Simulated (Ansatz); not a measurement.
# Mn: relaxation of cell and atoms

Level of theory: Ansatz 0.2.0, DFT, LDA, all-electron LAPW, scalar-relativistic.

Command: `ansatz run input.yaml --threads 1 --pin off --max-ram 3072MiB --backend cpu --events-out ev --progress --plain --runs-dir out` The run took 110 s on 1 thread of Arm Neoverse N1 (shared host).

```yaml
crystal:
  lattice:
    - [0.0, 1.7273725322, 1.7273725322]
    - [1.7273725322, 0.0, 1.7273725322]
    - [1.7273725322, 1.7273725322, 0.0]
  atoms:
    - { symbol: Mn, position: [0.0, 0.0, 0.0], spin: 4.0 }
magnetization:
  spin_polarized: true
kpoints:
  mp_grid: { grid: [16, 16, 16] }
scf:
  occupations: { method: fermi_dirac, width: 0.05 }
hamiltonian:
  xc: lda
  pseudopotentials: { kind: all_electron, lapw: { basis_error: 0.001 } }
output:
  forces: true
  stress: true
relax:
  f_tol: 0.005
  max_steps: 80
  cell: {}
```

The run is spin-polarised from parallel moments and ends with 0.00 μB in the cell; other orders may lie lower.

The geometry is COD entry 1534895, unchecked; take it as a test cell. The listed cell was then made from it by scaling, straining or moving an atom.

Each frame lists the cell vectors (Å), then Cartesian positions (Å); symmetry keeps all forces zero. Free energies count from the first step, -31470.7006 eV.

The walk took 5 evaluations in all; steps that aren't listed are left out.

Step 1: E = 0.0 meV, P = -7.02 GPa

```
cell 0.0000 1.7274 1.7274 1.7274 0.0000 1.7274 1.7274 1.7274 0.0000
Mn    0.0000    0.0000    0.0000
```

Step 2: E = -4.4 meV, P = -2.62 GPa

```
cell 0.0000 1.7192 1.7192 1.7192 0.0000 1.7192 1.7192 1.7192 0.0000
Mn    0.0000    0.0000    0.0000
```

Question: How does the relaxation end?

Answer: It converges, with a = 3.429 Å, b = 3.429 Å, c = 3.429 Å, α = 90.00°, β = 90.00°, γ = 90.00° (conventional cell, space group Fm-3m). The last solve (on a basis chosen afresh for the final cell, so its energy is not quite comparable) gives E = -5.1 meV, P = 0.00 GPa:
```
cell 0.0000 1.7146 1.7146 1.7146 0.0000 1.7146 1.7146 1.7146 0.0000
Mn    0.0000    0.0000    0.0000
```
